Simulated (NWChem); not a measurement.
# CH4N2O (urea): levels of theory compared

Aim: a comparison of 6 runs (HF/3-21G, HF/def2-SVPD, B3LYP/6-31G*, PBE0/def2-SVP, CCSD(T)/pcseg-1) of CH4N2O (urea). 

The results are computed with NWChem 7.3.0.

**1. The structure to begin with**

CH4N2O has 8 atoms, charge 0, and is taken as a singlet. As SMILES, `NC(N)=O`. The coordinates come from a PBE0-D4/def2-TZVP relaxation. This is one conformer, not always the lowest.

Bond lengths: N1–C2 1.376 Å, C2–N3 1.376 Å, C2–O4 1.211 Å, N1–H5 1.006 Å, N1–H6 1.006 Å, N3–H7 1.006 Å, N3–H8 1.006 Å. Angles: N1–C2–N3 114.1°, N1–C2–O4 122.9°, N3–C2–O4 122.9°, C2–N1–H5 113.4°, C2–N1–H6 118.4°, C2–N3–H7 113.4°, C2–N3–H8 118.4°, H5–N1–H6 115.2°, H7–N3–H8 115.2°.

**2. Energy and forces at HF/3-21G (run 1)**

Input file ch4n2o.nw:

```
start ch4n2o
title "CH4N2O"
memory total 2200 mb
geometry noautosym nocenter noautoz
  N     -0.091180     1.153200    -0.236100
  C     -0.242410    -0.206120    -0.390990
  N      0.326430    -0.953280     0.615330
  O     -0.825140    -0.701360    -1.330440
  H     -0.670530     1.692970    -0.856600
  H     -0.003880     1.521090     0.696140
  H      0.387130    -1.933960     0.399490
  H      1.119580    -0.572540     1.103170
end
basis "ao basis" spherical bse
  * library 3-21G
end
scf
  singlet
  rhf
  thresh 1e-08
  maxiter 80
  noprint "final vectors analysis"
end
task scf gradient
```

The run is started by

```console
$ nwchem ch4n2o.nw > ch4n2o.out
```

Standard output:

```text
[...]
  functions       =    44
[...]
  wavefunction    = RHF
[...]
         Total SCF energy =   -222.732209329689
      One-electron energy =   -550.321344015047
      Two-electron energy =    203.311936133190
 Nuclear repulsion energy =    124.277198552168
        Time for solution =      2.3s
[...]
                         RHF ENERGY GRADIENTS
    atom               coordinates                        gradient
                 x          y          z           x          y          z
   1 N      -0.172305   2.179232  -0.446164    0.013884  -0.003737  -0.008126
   2 C      -0.458088  -0.389510  -0.738864   -0.002236  -0.001942  -0.003664
   3 N       0.616863  -1.801438   1.162805   -0.015014   0.002788   0.006331
   4 O      -1.559289  -1.325378  -2.514167    0.004088   0.003487   0.006617
   5 H      -1.267118   3.199249  -1.618739   -0.007896   0.000573  -0.001507
   6 H      -0.007332   2.874443   1.315514   -0.003158   0.000999   0.006570
   7 H       0.731570  -3.654654   0.754927    0.003342  -0.004439  -0.005835
   8 H       2.115699  -1.081944   2.084689    0.006990   0.002271  -0.000386
[...]
```

Wall time 3.6 s (1 thread of Intel Xeon Platinum 8259CL at 2.50GHz (Skylake/Cascade Lake), shared host); peak memory 0.099 GiB.

**3. Energy and gradient at HF/def2-SVPD (run 2)**

Input file mol.nw:

```
start mol
title "CH4N2O hf"
memory stack 880 mb heap 220 mb global 1100 mb
charge 0

geometry units angstrom noautosym nocenter noautoz
 N     -0.091180     1.153200    -0.236100
 C     -0.242410    -0.206120    -0.390990
 N      0.326430    -0.953280     0.615330
 O     -0.825140    -0.701360    -1.330440
 H     -0.670530     1.692970    -0.856600
 H     -0.003880     1.521090     0.696140
 H      0.387130    -1.933960     0.399490
 H      1.119580    -0.572540     1.103170
end

basis spherical bse
 * library def2-SVPD
end

scf
 thresh 1e-08
 maxiter 80
 print low
end

task scf gradient
```

The run is started by

```console
$ nwchem mol.nw > mol.out
```

Standard output:

```text
[...]
  functions       =   115
[...]
  wavefunction    = RHF
[...]
         Total SCF energy =   -223.841373207016
      One-electron energy =   -551.542988768209
      Two-electron energy =    203.424417009024
 Nuclear repulsion energy =    124.277198552168
        Time for solution =     58.0s
[...]
                         RHF ENERGY GRADIENTS
    atom               coordinates                        gradient
                 x          y          z           x          y          z
   1 N      -0.172305   2.179232  -0.446164    0.007390  -0.000324   0.000606
   2 C      -0.458088  -0.389510  -0.738864    0.008199   0.006922   0.013156
   3 N       0.616863  -1.801438   1.162805   -0.003668   0.003501   0.005423
   4 O      -1.559289  -1.325378  -2.514167   -0.014397  -0.012223  -0.023184
   5 H      -1.267118   3.199249  -1.618739   -0.005177   0.003161  -0.005015
   6 H      -0.007332   2.874443   1.315514    0.000438   0.003422   0.007808
   7 H       0.731570  -3.654654   0.754927    0.000282  -0.007316  -0.002877
   8 H       2.115699  -1.081944   2.084689    0.006933   0.002857   0.004084
 Task  times  cpu:       75.1s     wall:       75.1s
 Total times  cpu:       75.1s     wall:       75.1s
```

Wall time 76 s (1 thread of Intel Xeon Platinum 8259CL at 2.50GHz (Skylake/Cascade Lake), shared host); peak memory 0.1 GiB.

Runs 3 to 5 aren't shown in full; the table further down has their settings and results.

**4. A single-point energy at CCSD(T)/pcseg-1 (run 6)**

Input file job.nw:

```
echo
start job
memory 2200 mb
charge 0
geometry units angstrom noautosym nocenter noautoz
  N     -0.091180     1.153200    -0.236100
  C     -0.242410    -0.206120    -0.390990
  N      0.326430    -0.953280     0.615330
  O     -0.825140    -0.701360    -1.330440
  H     -0.670530     1.692970    -0.856600
  H     -0.003880     1.521090     0.696140
  H      0.387130    -1.933960     0.399490
  H      1.119580    -0.572540     1.103170
end
basis spherical bse
  N library pcseg-1
  C library pcseg-1
  O library pcseg-1
  H library pcseg-1
end
scf
  thresh 1e-08
  maxiter 80
  print medium
end
ccsd
  freeze core 4
  maxiter 60
end
task ccsd(t) energy
```

The run is started by

```console
$ nwchem job.nw > job.out
```

Standard output:

```text
[...]
  functions       =    76
[...]
  wavefunction    = RHF
[...]
         Total SCF energy =   -223.935231747713
      One-electron energy =   -551.769702001942
      Two-electron energy =    203.557271702061
 Nuclear repulsion energy =    124.277198552168
        Time for solution =     16.3s
[...]
 Total MP2 energy:           -224.585479773146943
[...]
             energy      energy      error      ampl     ampl      Block
                                                time     time      time
[...]
 Total CCSD energy:           -224.606100027778211
[...]
 Total CCSD+T(CCSD) energy:           -224.626766983020076
[...]
 Total CCSD(T) energy:                -224.625305361833114
[...]
```

Run time: 2.9 min. Hardware: 1 thread of Intel Xeon Platinum 8259CL at 2.50GHz (Skylake/Cascade Lake), shared host; peak memory 0.21 GiB.

**5. All runs side by side**

```
run                               level  iteration cap   module  energy (Eh)  largest force (eV/Å)  wall time
  1                            HF/3-21G             80      scf  -222.732209                 0.850      3.6 s
  2                        HF/def2-SVPD             80      scf  -223.841373                 1.538       76 s
  3  B3LYP/6-31G* (spherical functions)            100      dft  -225.255378                 0.972       60 s
  4  B3LYP/6-31G* (Cartesian functions)            100      dft  -225.259760                 0.962       64 s
  5                       PBE0/def2-SVP            100      dft  -224.857463                 0.288       54 s
  6                     CCSD(T)/pcseg-1             80  ccsd(t)  -224.625305                     –    2.9 min
```

**6. Summary of results**

```
                                          quantity          value
                               run 6: total energy  -224.62531 Eh
        run 6: HOMO energy (Hartree–Fock orbitals)      -11.47 eV
        run 6: LUMO energy (Hartree–Fock orbitals)        3.81 eV
      run 6: HOMO–LUMO gap (Hartree–Fock orbitals)       15.28 eV
run 6: correlation energy (4 core orbitals frozen)     -690.1 mEh
                             run 6: (T) correction     -19.21 mEh
```

In words: Over runs 1, 4, 5 the dipole moment (its size) runs from 3.66 D (B3LYP/6-31G*) to 3.91 D (HF/3-21G). The two ends differ in method and basis. Totals of different functionals can't be ranked against each other. All runs together took 7.2 min, the longest 2.9 min.
